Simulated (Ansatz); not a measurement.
Method: Ansatz, DFT PBE, scalar-relativistic, plane waves, PAW. Settings: cutoff 420 eV, Γ-centred meshes spaced at most about 0.3 Å⁻¹, and about 0.25 Å⁻¹ or finer for metals (2π included), Gaussian smearing. No spin polarisation.

All energies are static (0 K, no zero-point motion).

Compare these two cells of Al₄Cu, each relaxed at this level.

A.

```yaml
crystal:
  lattice:
    - [-1.41658, 1.41658, 9.55633]
    - [1.41658, -1.41658, 9.55633]
    - [1.41658, 1.41658, -9.55633]
  atoms:
    - { symbol: Al, position: [0.58803, 0.58803, 0.00000] }
    - { symbol: Al, position: [0.19607, 0.19607, 0.00000] }
    - { symbol: Al, position: [0.80393, 0.80393, 0.00000] }
    - { symbol: Al, position: [0.41197, 0.41197, 0.00000] }
    - { symbol: Cu, position: [0.00000, 0.00000, 0.00000] }
```

B.

```yaml
crystal:
  lattice:
    - [-3.11088, 3.11088, 1.99415]
    - [3.11088, -3.11088, 1.99415]
    - [3.11088, 3.11088, -1.99415]
  atoms:
    - { symbol: Al, position: [0.10591, 0.29832, 0.40423] }
    - { symbol: Al, position: [0.89409, 0.70168, 0.59577] }
    - { symbol: Al, position: [0.70168, 0.10591, 0.80759] }
    - { symbol: Al, position: [0.29832, 0.89409, 0.19241] }
    - { symbol: Cu, position: [0.50000, 0.50000, 0.00000] }
```

Question: Which is lower in energy, and by how much?

Answer: A is lower, by 36 meV/atom. A has Al and Cu ordered on fcc sites, space group I4/mmm (No. 139), 15.3 Å³/atom and no gap on its mesh; B has Al and Cu ordered on fcc sites, space group I4/m (No. 87), 15.4 Å³/atom and no gap. Counting all near atoms (those within 1.25 times the shortest distance at each site), A and B both have Al 12, Cu 12. Both come from invented guesses. Shaken at random and relaxed again, A came back. Checks on B: no imaginary mode at Γ (other wave vectors untested).

Cells without such a test can be saddle points.
